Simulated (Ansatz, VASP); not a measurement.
# GaAs in two plane-wave programs

Aim: how closely do two programs agree when they are given the same cell, functional and k mesh?

Program: Ansatz 0.2.0. Level of theory: plane waves, with VASP 6.6.1 beside it; zone-centre phonons at PBE. Results are calculated unless marked as measured.

**1. The structure**

The structure is cubic, space group F-43m (No. 216). Conventional cell: a = 5.747 Å, b = 5.747 Å, c = 5.747 Å, α = 90.00°, β = 90.00°, γ = 90.00°. Nearest to As lie 4 Ga at 2.49 Å. Nearest to Ga lie 4 As at 2.49 Å. Farther neighbours are not listed.

Structure file:

```cif
data_structure
_symmetry_space_group_name_H-M 'P 1'
_symmetry_Int_Tables_number 1
_cell_length_a 4.0637
_cell_length_b 4.0637
_cell_length_c 4.0637
_cell_angle_alpha 60.000
_cell_angle_beta 60.000
_cell_angle_gamma 60.000
_cell_volume 47.45
loop_
_atom_site_label
_atom_site_type_symbol
_atom_site_fract_x
_atom_site_fract_y
_atom_site_fract_z
_atom_site_occupancy
As1 As 0.75000 0.75000 0.75000 1
Ga2 Ga 0.00000 0.00000 0.00000 1
```

**2. VASP: zone-centre phonons, PBE**

Second derivatives magnify differences that forces hide, and they need a tight electronic threshold.

Lines of VASP's logs that name or quote its potential files are left out, and so is its time.

Input file INCAR:

```
SYSTEM = GaAs
PREC = Accurate
ENCUT = 450
EDIFF = 1E-08
NELM = 100
ISMEAR = 0
SIGMA = 0.03
LREAL = .FALSE.
ALGO = Normal
GGA = PE
NBANDS = 15
LORBIT = 11
LWAVE = .FALSE.
LCHARG = .FALSE.
KPAR = 2
IBRION = 8
LEPSILON = .TRUE.
ISIF = 2
```

Input file POSCAR:

```
GaAs
1.0
    0.0000000000      2.8735033189      2.8735033189
    2.8735033189      0.0000000000      2.8735033189
    2.8735033189      2.8735033189      0.0000000000
As Ga
1 1
Direct
    0.7500000000      0.7500000000      0.7500000000
    0.0000000000      0.0000000000      0.0000000000
```

Input file KPOINTS:

```
Automatic mesh
0
Gamma
6 6 6
0 0 0
```

PAW data sets: As and Ga_d (PBE family, release 64).

Command:

```bash
> mpirun -np 2 vasp_std
```

Numbers of over 12 decimals in the logs are rounded to 6 here.

What it wrote:

```text
[banner, memory and clock lines left out]
running    2 mpi-ranks, on    1 nodes
 distrk:  each k-point on    1 cores,    2 groups
 distr:  one band on    1 cores,    1 groups

 POSCAR found type information on POSCAR AsGa
 POSCAR found :  2 types and       2 ions
 LDA part: xc-table for (Slater+PW92), standard interpolation
 POSCAR, INCAR and KPOINTS ok, starting setup
 FFT: planning ... GRIDC
 FFT: planning ... GRID_SOFT
 FFT: planning ... GRID
 WAVECAR not read
 entering main loop
       N       E                     dE             d eps       ncg     rms          rms(c)
DAV:   1     0.773532678855E+02    0.77353E+02   -0.84333E+03   496   0.147E+03
DAV:   2    -0.230382875994E+01   -0.79657E+02   -0.76894E+02   557   0.292E+02
DAV:   3    -0.832171175057E+01   -0.60179E+01   -0.59985E+01   592   0.669E+01
DAV:   4    -0.840406819060E+01   -0.82356E-01   -0.82349E-01   600   0.876E+00
DAV:   5    -0.840524733685E+01   -0.11791E-02   -0.11791E-02   622   0.972E-01    0.277E+00
DAV:   6    -0.826303586143E+01    0.14221E+00   -0.22721E-01   762   0.800E+00    0.166E+00
DAV:   7    -0.824593151264E+01    0.17104E-01   -0.61045E-02   601   0.179E+00    0.560E-01
DAV:   8    -0.824691200061E+01   -0.98049E-03   -0.10235E-02   592   0.120E+00    0.922E-02
DAV:   9    -0.824732138795E+01   -0.40939E-03   -0.97755E-04   550   0.412E-01    0.531E-02
DAV:  10    -0.824739428263E+01   -0.72895E-04   -0.71650E-05   614   0.812E-02    0.290E-02
DAV:  11    -0.824745120933E+01   -0.56927E-04   -0.83531E-05   522   0.706E-02    0.371E-03
DAV:  12    -0.824745156470E+01   -0.35537E-06   -0.13679E-06   634   0.156E-02    0.150E-03
DAV:  13    -0.824745198814E+01   -0.42344E-06   -0.57368E-07   557   0.563E-03    0.630E-04
DAV:  14    -0.824745198485E+01    0.32965E-08   -0.12104E-08   500   0.134E-03
   1 F= -.82474520E+01 E0= -.82474517E+01  d E =-.489269E-06
 Linear response reoptimize wavefunctions to high precision
DAV:   1    -0.824745201611E+01   -0.31258E-07   -0.44867E-09   571   0.580E-04
DAV:   2    -0.824745201615E+01   -0.40927E-10   -0.10726E-10   373   0.796E-05
 Linear response G [H, r] |phi>, progress :
  Direction:   1
       N       E                     dE             d eps       ncg     rms
RMM:   1    -0.412575048924E+02   -0.41258E+02    0.24794E+02   572   0.220E+02
RMM:   2    -0.589460001276E+02   -0.17688E+02   -0.34693E+01   973   0.339E+01
RMM:   3    -0.602944050660E+02   -0.13484E+01   -0.25493E+00   940   0.806E+00
RMM:   4    -0.603555068656E+02   -0.61102E-01   -0.19093E-01  1014   0.248E+00
RMM:   5    -0.603585008415E+02   -0.29940E-02   -0.17082E-02  1008   0.629E-01
RMM:   6    -0.603587719845E+02   -0.27114E-03   -0.18799E-03  1047   0.195E-01
RMM:   7    -0.603587565252E+02    0.15459E-04   -0.33721E-04  1054   0.667E-02
RMM:   8    -0.603587543668E+02    0.21584E-05   -0.10665E-04  1068   0.258E-02
RMM:   9    -0.603587494259E+02    0.49409E-05   -0.32496E-05  1050   0.126E-02
RMM:  10    -0.603587515150E+02   -0.20891E-05   -0.49593E-05  1020   0.773E-03
RMM:  11    -0.603587504685E+02    0.10465E-05   -0.37958E-05   895   0.594E-03
RMM:  12    -0.603587517560E+02   -0.12874E-05   -0.50494E-05   780   0.526E-03
RMM:  13    -0.603587499249E+02    0.18311E-05   -0.32518E-05   662   0.496E-03
RMM:  14    -0.603587515189E+02   -0.15940E-05   -0.47983E-05   612   0.478E-03
RMM:  15    -0.603587511159E+02    0.40299E-06   -0.44505E-05   594   0.456E-03
RMM:  16    -0.603587515579E+02   -0.44199E-06   -0.48427E-05   579   0.460E-03
 Linear response G [H, r] |phi>, progress :
  Direction:   2
       N       E                     dE             d eps       ncg     rms
RMM:   1    -0.408053187749E+02   -0.40805E+02    0.21843E+02   578   0.220E+02
RMM:   2    -0.596403330314E+02   -0.18835E+02   -0.26761E+01   975   0.327E+01
RMM:   3    -0.614784494283E+02   -0.18381E+01   -0.21076E+00   937   0.786E+00
RMM:   4    -0.615300829395E+02   -0.51634E-01   -0.17723E-01  1002   0.246E+00
RMM:   5    -0.615332051573E+02   -0.31222E-02   -0.14968E-02  1010   0.620E-01
RMM:   6    -0.615334393002E+02   -0.23414E-03   -0.13510E-03  1030   0.186E-01
RMM:   7    -0.615334408960E+02   -0.15958E-05   -0.32771E-04  1057   0.655E-02
RMM:   8    -0.615334336726E+02    0.72234E-05   -0.53671E-05  1066   0.244E-02
RMM:   9    -0.615334312058E+02    0.24668E-05   -0.79414E-06  1055   0.109E-02
RMM:  10    -0.615334337769E+02   -0.25711E-05   -0.30410E-05  1020   0.661E-03
RMM:  11    -0.615334354880E+02   -0.17111E-05   -0.47137E-05   889   0.481E-03
RMM:  12    -0.615334345887E+02    0.89934E-06   -0.37755E-05   797   0.438E-03
RMM:  13    -0.615334357842E+02   -0.11955E-05   -0.50123E-05   673   0.385E-03
RMM:  14    -0.615334352012E+02    0.58303E-06   -0.44082E-05   618   0.391E-03
RMM:  15    -0.615334354745E+02   -0.27336E-06   -0.46776E-05   582   0.374E-03
RMM:  16    -0.615334355655E+02   -0.90956E-07   -0.47744E-05   559   0.373E-03
 Linear response G [H, r] |phi>, progress :
  Direction:   3
[...]
RMM:   5    -0.167729340808E+03   -0.45400E-03    0.43257E-05  1004   0.329E-02
RMM:   6    -0.167729366095E+03   -0.25287E-04   -0.16292E-04  1009   0.103E-02
RMM:   7    -0.167729350453E+03    0.15642E-04   -0.13939E-06  1015   0.334E-03
RMM:   8    -0.167729350283E+03    0.17005E-06    0.65869E-07   959   0.118E-03
[...]
dielectric tensor                  component  1 :  1241.940     7.104     1.828
 Linear response to external field, progress :
  Direction:   2
       N       E                     dE             d eps       ncg     rms          rms(c)
RMM:   1    -0.325825513140E+01   -0.32583E+01    0.26742E+00  1520   0.845E+00
RMM:   2    -0.165737752354E+03   -0.16248E+03    0.14739E+01  2642   0.194E+00    0.140E+01
RMM:   3    -0.164430991458E+03    0.13068E+01   -0.21931E+00  2683   0.745E+00    0.751E+00
RMM:   4    -0.166195212573E+03   -0.17642E+01   -0.20281E+00  2792   0.723E+00    0.113E+00
RMM:   5    -0.166929371621E+03   -0.73416E+00   -0.10511E-01  2798   0.215E+00    0.234E-01
RMM:   6    -0.167154101173E+03   -0.22473E+00   -0.74890E-03  2813   0.589E-01    0.850E-02
RMM:   7    -0.167186550246E+03   -0.32449E-01   -0.75499E-04  2681   0.218E-01    0.227E-02
RMM:   8    -0.167196500811E+03   -0.99506E-02   -0.23425E-04  2897   0.674E-02    0.725E-03
RMM:   9    -0.167198420377E+03   -0.19196E-02    0.11639E-04  2748   0.259E-02    0.120E-03
RMM:  10    -0.167199317963E+03   -0.89759E-03    0.46444E-05  2790   0.968E-03    0.771E-04
RMM:  11    -0.167198886808E+03    0.43116E-03   -0.71717E-06  2814   0.408E-03    0.263E-04
RMM:  12    -0.167198936502E+03   -0.49694E-04    0.10018E-06  2846   0.144E-03    0.107E-04
RMM:  13    -0.167198993670E+03   -0.57168E-04    0.12101E-06  2831   0.581E-04    0.329E-05
RMM:  14    -0.167198973905E+03    0.19766E-04   -0.49814E-07  2478   0.261E-04    0.510E-06
 change of polarisation eV/A/(eV/A) component  2 :     1.882   325.424     0.450
 dielectric tensor                  component  2 :     7.178  1241.940     1.715
 Linear response to external field, progress :
  Direction:   3
       N       E                     dE             d eps       ncg     rms          rms(c)
RMM:   1    -0.325726129298E+01   -0.32573E+01    0.26841E+00  1520   0.842E+00
RMM:   2    -0.165736066683E+03   -0.16248E+03    0.14756E+01  2646   0.194E+00    0.140E+01
RMM:   3    -0.164430614124E+03    0.13055E+01   -0.21880E+00  2684   0.745E+00    0.751E+00
RMM:   4    -0.166195539236E+03   -0.17649E+01   -0.20299E+00  2787   0.723E+00    0.113E+00
RMM:   5    -0.166929637403E+03   -0.73410E+00   -0.10589E-01  2798   0.215E+00    0.234E-01
RMM:   6    -0.167154024877E+03   -0.22439E+00   -0.76187E-03  2814   0.591E-01    0.850E-02
RMM:   7    -0.167186530336E+03   -0.32505E-01   -0.79636E-04  2679   0.218E-01    0.227E-02
RMM:   8    -0.167196459913E+03   -0.99296E-02   -0.26232E-04  2898   0.671E-02    0.726E-03
RMM:   9    -0.167198430753E+03   -0.19708E-02    0.10462E-04  2752   0.259E-02    0.120E-03
RMM:  10    -0.167199324238E+03   -0.89349E-03    0.55515E-05  2808   0.960E-03    0.773E-04
RMM:  11    -0.167198819144E+03    0.50509E-03   -0.40055E-06  2802   0.408E-03    0.305E-04
RMM:  12    -0.167198941850E+03   -0.12271E-03   -0.40607E-06  2879   0.145E-03    0.916E-05
RMM:  13    -0.167198984693E+03   -0.42844E-04   -0.13753E-06  2839   0.579E-04    0.306E-05
RMM:  14    -0.167198969361E+03    0.15332E-04    0.44088E-07  2435   0.258E-04    0.523E-06
 change of polarisation eV/A/(eV/A) component  3 :     1.523     0.819   325.424
 dielectric tensor                  component  3 :     5.809     3.123  1241.940
 Linear response DOF=           2
 Linear response progress:
  Degree of freedom:   1/  2
       N       E                     dE             d eps       ncg     rms          rms(c)
RMM:   1    -0.440482316691E-01   -0.44048E-01    0.66162E-02  2940   0.142E+00
RMM:   2    -0.435855643171E-01    0.46267E-03   -0.38580E-03  2462   0.351E-01    0.797E-02
RMM:   3    -0.435707359076E-01    0.14828E-04   -0.33659E-04  2750   0.111E-01    0.452E-02
RMM:   4    -0.437987944782E-01   -0.22806E-03   -0.11959E-04  2717   0.529E-02    0.431E-03
RMM:   5    -0.438045485112E-01   -0.57540E-05   -0.11667E-05  2799   0.152E-02    0.237E-03
RMM:   6    -0.437929199718E-01    0.11629E-04    0.25809E-07  2699   0.504E-03    0.488E-04
RMM:   7    -0.437922593867E-01    0.66059E-06    0.13541E-07  2743   0.173E-03    0.148E-04
RMM:   8    -0.437921348295E-01    0.12456E-06   -0.63321E-08  2683   0.727E-04    0.543E-05
RMM:   9    -0.437920878062E-01    0.47023E-07   -0.63304E-08  2693   0.272E-04    0.889E-06
RMM:  10    -0.437920347133E-01    0.53093E-07   -0.30722E-09  2750   0.987E-05    0.292E-06
RMM:  11    -0.437920434860E-01   -0.87727E-08   -0.11670E-09  2776   0.361E-05    0.114E-06
 first order change of Fermi-energy   0.42498E-03
 force on displaced ion       1 direction 1 :  -8.548   0.000   0.000
 Born effective charge ion    1 direction 1 :  -5.185   0.000   0.000
 Linear response progress:
  Degree of freedom:   2/  2
       N       E                     dE             d eps       ncg     rms          rms(c)
RMM:   1    -0.164470947083E+00   -0.16447E+00    0.68576E-02  1746   0.790E+00
RMM:   2    -0.163488002582E+00    0.98294E-03   -0.25662E-02  2562   0.128E+00    0.409E-02
RMM:   3    -0.163525151087E+00   -0.37149E-04   -0.36372E-03  2697   0.372E-01    0.264E-02
RMM:   4    -0.163146716090E+00    0.37843E-03   -0.57438E-04  2848   0.162E-01    0.739E-03
RMM:   5    -0.163201194320E+00   -0.54478E-04    0.45622E-05  2855   0.410E-02    0.387E-03
RMM:   6    -0.163198662569E+00    0.25318E-05    0.92438E-05  2754   0.163E-02    0.468E-04
RMM:   7    -0.163206244667E+00   -0.75821E-05    0.12269E-05  2826   0.678E-03    0.283E-04
RMM:   8    -0.163208972222E+00   -0.27276E-05    0.22134E-06  2758   0.291E-03    0.744E-05
RMM:   9    -0.163210333559E+00   -0.13613E-05   -0.45458E-06  2812   0.129E-03    0.208E-05
RMM:  10    -0.163209865420E+00    0.46814E-06    0.10105E-06  2796   0.623E-04    0.890E-06
RMM:  11    -0.163209870492E+00   -0.50720E-08    0.12339E-06  2743   0.304E-04    0.394E-06
RMM:  12    -0.163210016433E+00   -0.14594E-06   -0.43135E-07  2887   0.143E-04    0.299E-06
RMM:  13    -0.163210002242E+00    0.14191E-07   -0.94945E-08  2844   0.656E-05    0.179E-06
RMM:  14    -0.163210044556E+00   -0.42314E-07   -0.29684E-07  2736   0.354E-05    0.618E-07
RMM:  15    -0.163210012206E+00    0.32350E-07    0.62667E-08  2730   0.168E-05    0.342E-07
RMM:  16    -0.163210037831E+00   -0.25624E-07   -0.16173E-07  2391   0.914E-06    0.717E-08
 first order change of Fermi-energy   0.12344E-04
 force on displaced ion       2 direction 1 :  -8.638   0.000   0.000
 Born effective charge ion    2 direction 1 :   3.319   0.000   0.000
 Born effective charges drift removed
 Linear response finished
```

OUTCAR, selected parts (step 2):

```text
ion  position               nearest neighbor table
   1  0.750  0.750  0.750-   2 2.49   2 2.49   2 2.49   2 2.49
   2  0.000  0.000  0.000-   1 2.49   1 2.49   1 2.49   1 2.49

  LATTYP: Found a face centered cubic cell.
 ALAT       =     5.7470066378

 Subroutine GETGRP returns: Found 24 space group operations
 (whereof 24 operations were pure point group operations)

The static configuration has the point symmetry T_d .

 Found     16 irreducible k-points:

   k-points           NKPTS =     16   k-points in BZ     NKDIM =     16   number of bands    NBANDS=     15

   dimension x,y,z NGX =    28 NGY =   28 NGZ =   28
   dimension x,y,z NGXF=    56 NGYF=   56 NGZF=   56

   ENCUT  =  450.0 eV  33.07 Ry    5.75 a.u.   7.03  7.03  7.03*2*pi/ulx,y,z

   NELECT =      18.0000    total number of electrons

 k-points in reciprocal lattice and weights: Automatic mesh
   0.00000000  0.00000000  0.00000000       0.005
   0.16666667  0.00000000  0.00000000       0.037
   0.33333333  0.00000000  0.00000000       0.037
   0.50000000  0.00000000  0.00000000       0.019
   0.16666667  0.16666667  0.00000000       0.028
   0.33333333  0.16666667  0.00000000       0.111
   0.50000000  0.16666667  0.00000000       0.111
  -0.33333333  0.16666667  0.00000000       0.111
  -0.16666667  0.16666667  0.00000000       0.056
[...]
-0.33333333  0.33333333  0.16666667       0.111
  -0.33333333  0.50000000  0.16666667       0.056

 average (electrostatic) potential at core
       1 -50.7199       2 -66.7865

  Total        0.0017089      0.0017089      0.0017089     -0.0000000      0.0000000      0.0000000
  in kB        0.0576968      0.0576968      0.0576968     -0.0000000      0.0000000      0.0000000
  external PRESSURE =       0.0576968 kB  Pullay stress =       0.0000000 kB

  energy-cutoff  :      450.00
  volume of cell :       47.45
      direct lattice vectors                 reciprocal lattice vectors
     0.000000000  2.873503319  2.873503319    -0.174003627  0.174003627  0.174003627
     2.873503319  0.000000000  2.873503319     0.174003627 -0.174003627  0.174003627
     2.873503319  2.873503319  0.000000000     0.174003627  0.174003627 -0.174003627

 POSITION                                       TOTAL-FORCE (eV/Angst)
 -----------------------------------------------------------------------------------
      4.31025      4.31025      4.31025         0.000000     -0.000000     -0.000000
      0.00000      0.00000      0.00000        -0.000000      0.000000      0.000000
 -----------------------------------------------------------------------------------
    total drift:                               -0.000003     -0.000003     -0.000003

 MACROSCOPIC STATIC DIELECTRIC TENSOR (including local field effects in DFT)
 ------------------------------------------------------
        1241.939595    -0.000000    -0.000000
           0.000000  1241.939595    -0.000000
           0.000000     0.000000  1241.939595
 ------------------------------------------------------

 PIEZOELECTRIC TENSOR (including local field effects)  for field in x, y, z        (C/m^2)
          XX          YY          ZZ          XY          YZ          ZX
  --------------------------------------------------------------------------------
  x     0.00000    -0.00000    -0.00000     0.00000     5.90947     0.00000
  y     0.00000     0.00000     0.00000     0.00000     0.00000     5.90947
  z     0.00000     0.00000     0.00000     5.90947     0.00000     0.00000

 BORN EFFECTIVE CHARGES (including local field effects) (in |e|, cummulative output)
 ---------------------------------------------------------------------------------
 ion    1
    1    -4.26219     0.00000     0.00000
    2     0.00000    -4.26219    -0.00000
    3     0.00000    -0.00000    -4.26219
 ion    2
    1     4.26219    -0.00000    -0.00000
    2    -0.00000     4.26219     0.00000
    3    -0.00000     0.00000     4.26219

 Eigenvectors and eigenvalues of the dynamical matrix
 ----------------------------------------------------

   1 f  =    7.626464 THz    47.918488 2PiTHz  254.391463 cm-1    31.540507 meV
             X         Y         Z           dx          dy          dz
      4.310255  4.310255  4.310255     0.000000    0.692390    0.000000
      0.000000  0.000000  0.000000     0.000000   -0.721524    0.000000

   2 f  =    7.626464 THz    47.918488 2PiTHz  254.391463 cm-1    31.540507 meV
             X         Y         Z           dx          dy          dz
      4.310255  4.310255  4.310255    -0.692390    0.000000    0.000000
      0.000000  0.000000  0.000000     0.721524    0.000000    0.000000

   3 f  =    7.626464 THz    47.918488 2PiTHz  254.391463 cm-1    31.540507 meV
             X         Y         Z           dx          dy          dz
      4.310255  4.310255  4.310255     0.000000    0.000000   -0.692390
      0.000000  0.000000  0.000000     0.000000    0.000000    0.721524

   4 f/i=    0.020034 THz     0.125878 2PiTHz    0.668264 cm-1     0.082854 meV
             X         Y         Z           dx          dy          dz
      4.310255  4.310255  4.310255     0.721524    0.000000    0.000000
      0.000000  0.000000  0.000000     0.692390    0.000000    0.000000

   5 f/i=    0.020034 THz     0.125878 2PiTHz    0.668264 cm-1     0.082854 meV
             X         Y         Z           dx          dy          dz
      4.310255  4.310255  4.310255     0.000000   -0.721524    0.000000
      0.000000  0.000000  0.000000     0.000000   -0.692390    0.000000

   6 f/i=    0.020034 THz     0.125878 2PiTHz    0.668264 cm-1     0.082854 meV
             X         Y         Z           dx          dy          dz
      4.310255  4.310255  4.310255     0.000000    0.000000    0.721524
      0.000000  0.000000  0.000000     0.000000    0.000000    0.692390

 MACROSCOPIC STATIC DIELECTRIC TENSOR IONIC CONTRIBUTION
 ------------------------------------------------------
           8.061557    -0.000000     0.000000
          -0.000000     8.061557    -0.000000
           0.000000    -0.000000     8.061557
 ------------------------------------------------------

 ELASTIC MODULI CONTR FROM IONIC RELAXATION (kBar)
 Direction    XX          YY          ZZ          XY          YZ          ZX
 --------------------------------------------------------------------------------
 XX          -0.0000     -0.0000      0.0000     -0.0000      0.0000      0.0000
 YY          -0.0000     -0.0000     -0.0000     -0.0000     -0.0000      0.0000
 ZZ           0.0000     -0.0000     -0.0000      0.0000     -0.0000      0.0000
 XY          -0.0000     -0.0000      0.0000   -132.3068     -0.0000      0.0000
 YZ           0.0000     -0.0000     -0.0000     -0.0000   -132.3068      0.0000
 ZX           0.0000      0.0000      0.0000      0.0000      0.0000   -132.3068
 --------------------------------------------------------------------------------

 PIEZOELECTRIC TENSOR IONIC CONTR  for field in x, y, z        (C/m^2)
          XX          YY          ZZ          XY          YZ          ZX
  --------------------------------------------------------------------------------
  x     0.00000    -0.00000    -0.00000    -0.00000    -0.97179     0.00000
  y     0.00000     0.00000     0.00000     0.00000     0.00000    -0.97179
  z    -0.00000    -0.00000     0.00000    -0.97179    -0.00000     0.00000
```

With a direct gap this small, the dielectric response converges slowly with the mesh, so tensor and charges are uncertain; a mesh that holds the point of the least gap tends to give too large a tensor.

[end of part 1 of 2]

[Lines on the potential files, build, host, timing and source positions are cut from VASP's logs without a mark.]

[Logs are printed without paths, hosts, clocks, repeated set-up lines and the standing remarks that a program may print on its own settings, such as how far it seeks lower states.]

[Hosts, paths, dates, database ids (printed as entryN), source tags and the programs' standing remarks are cut or masked in the printed files.]
